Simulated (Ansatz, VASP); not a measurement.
GaP: VASP beside Ansatz

```xyz
2
Lattice="2.7252 2.7252 0.0000 -2.7252 2.7252 0.0000 0.0000 2.7252 2.7252" Properties=species:S:1:pos:R:3 pbc="T T T"
Ga    0.0000    0.0000    0.0000
P     1.3626    4.0879    1.3626
```

Alike in both runs: task relaxation of cell and atoms; functional LDA; k mesh 12 × 12 × 12; occupations fermi-dirac, width 0.08 eV; no spin polarisation.

|  | VASP | Ansatz |
| --- | --- | --- |
| version | VASP 6.6.1 | Ansatz 0.2.0 |
| potentials or method | VASP PAW LDA potentials, release 64 (Ga_d, P) | PAW with Ansatz's default frozen-core files, scalar-relativistic |
| plane-wave cutoff (eV) | 600 | 420 |
| valence electrons in the cell | 18 | 18 |

|  | VASP | Ansatz | Ansatz less VASP |
| --- | --- | --- | --- |
| relaxed volume (Å³/atom) | 19.61 | 19.59 | -0.023 |
| relaxed cell length with the largest relative difference (Å) | 3.814 | 3.812 | -0.0015 |
| energy change over the relaxation (meV/atom) | -5 | -6 | -0.4 |

A k mesh can miss the band edges. Zero-point motion and thermal expansion aren't in these numbers. LDA usually gives volumes a few per cent too small.
